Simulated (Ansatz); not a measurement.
BaF2:
```cif
data_BaF2
_chemical_formula_sum 'Ba1 F2'
_space_group_name_H-M_alt 'P 1'
_space_group_IT_number 1
_cell_length_a 4.41679
_cell_length_b 4.41679
_cell_length_c 4.41679
_cell_angle_alpha 60.000
_cell_angle_beta 60.000
_cell_angle_gamma 60.000
loop_
_space_group_symop_operation_xyz
  'x, y, z'
loop_
_atom_site_label
_atom_site_type_symbol
_atom_site_fract_x
_atom_site_fract_y
_atom_site_fract_z
_atom_site_occupancy
Ba1 Ba 0.00000 0.00000 0.00000 1
F1 F 0.25000 0.25000 0.25000 1
F2 F 0.75000 0.75000 0.75000 1
```

Relaxed with PBE.

Q: Give the optical modes at the zone centre with their infrared and Raman activity from DFPT, plane-wave PAW PBE (Ansatz code).

A: Transverse frequencies, without the LO–TO term; a row sums one degenerate level.

```csv
ω (cm⁻¹),degeneracy,IR ((D/Å)²/amu),Raman (Å⁴/amu),activity,symmetry
164,3,15.59,0,IR,T1u
230,3,0.00,7.4,Raman,T2g
```

Q: How high does the top mode go among those that the LO–TO term moves?

A: 323 cm⁻¹ for q along x.

Space group Fm-3m (fluorite). The cell was relaxed with PBE under the symmetry of its start; phonons on a q-mesh show no instability. Spin–orbit coupling is left out wherever it is not named.

Potentials: the later of the program's two PAW sets.
